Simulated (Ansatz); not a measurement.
**InP (zincblende type): how the settings move a single-point run**

Aim: see which settings change the result for InP (zincblende type), by how much, and at what cost.

Program: Ansatz 0.2.0. Level of theory: reference: DFT, PBEsol, PAW with Ansatz's default frozen-core files, scalar-relativistic. These are calculated values, not measurements.

1 further run of the same task is left out (set aside as unsound or not needed).

## Step 1: The starting structure

Symmetry: F-43m, No. 216, cubic system. The conventional cell has a = 5.960 Å, b = 5.960 Å, c = 5.960 Å, α = 90.00°, β = 90.00°, γ = 90.00°. In (site symmetry -43m) has 4 P at 2.58 Å as nearest neighbours. P (site symmetry -43m) is surrounded by 4 In at 2.58 Å.

As a file:

```xyz
2
Lattice="0.0000 2.9799 2.9799 2.9799 0.0000 2.9799 2.9799 2.9799 0.0000" Properties=species:S:1:pos:R:3 pbc="T T T"
In    0.0000    0.0000    0.0000
P     1.4899    1.4899    1.4899
```

## Step 2: The reference run

Input file input.yaml:

```yaml
crystal:
  lattice:
    - [0.0, 2.9798790903, 2.9798790903]
    - [2.9798790903, 0.0, 2.9798790903]
    - [2.9798790903, 2.9798790903, 0.0]
  atoms:
    - { symbol: In, position: [0.0, 0.0, 0.0] }
    - { symbol: P, position: [0.25, 0.25, 0.25] }
kpoints:
  mp_grid: { grid: [12, 12, 12] }
  band_path:
    path:
      - [0.0, 0.0, 0.0]
      - [-0.5, -0.5, 0.0]
      - [-0.375, -0.375, 0.25]
      - [-0.375, 0.0, 0.375]
      - [0.0, 0.0, 0.0]
      - [0.0, 0.0, 0.5]
      - [-0.5, -0.25, 0.25]
      - [-0.5, -0.5, 0.0]
    npoints: 5
scf:
  occupations: { method: fermi_dirac, width: 0.08 }
hamiltonian:
  xc: pbesol
  pseudopotentials: { kind: paw }
output:
  forces: true
  stress: true
  eigenvalues: true
  efg: { contact_densities: true }
```

The run is started by

```console
$ ansatz run input.yaml --threads 1 --pin off --max-ram 2048MiB --backend cpu --events-out ev --progress --plain --runs-dir out
```

## Step 3: Changing settings: chi_scale 0.3, ecutwfc 400 eV, accuracy medium

input.yaml: that of step 2 with these lines changed.

```diff
@@ -23,2 +23,3 @@
   occupations: { method: fermi_dirac, width: 0.08 }
+  initial_density: { chi_scale: 0.3 }
 hamiltonian:
@@ -31 +32,8 @@
   efg: { contact_densities: true }
+  write_density: true
+  write_potential: true
+  elf: true
+  volumetric_format: npy
+basis:
+  ecutwfc: "400 eV"
+accuracy: medium
```

What does the calculation give? Wanted: for each run, ending; energy change; pressure; gap; force.

**Answer**, as computed:

```
                                              run     ending  energy change  pressure (GPa)  gap (eV)  force (eV/Å)  cycles   time
                                        reference  converged              0            -2.5      0.35          0.00       6  8.2 s
1: chi_scale 0.3, ecutwfc 400 eV, accuracy medium  converged  +0.5 meV/atom            -2.5      0.35          0.00       7  8.8 s
```

Times don't compare one to one where runs were asked for different outputs or read a saved state (see the inputs); cycles may leave out searches for a lower state.

Residual by cycle in the longest SCF loop of each run; runs are numbered as in the table. The quantity is the density residual dr2, in eV.

```
cycle  reference    run 1
    1     0.0287    0.374
    2    0.00182   0.0522
    3     1.9e-4  0.00354
    4     4.2e-5   2.0e-4
    5     2.6e-6   1.9e-5
    6     1.7e-8   5.5e-7
    7          -   2.1e-8
```

Changing the start, cutoff and accuracy level hardly moves the energy: +0.5 meV/atom. Run 1 ran under the cutoff that the potentials recommend, as the log warns, so basis error is mixed into its values.
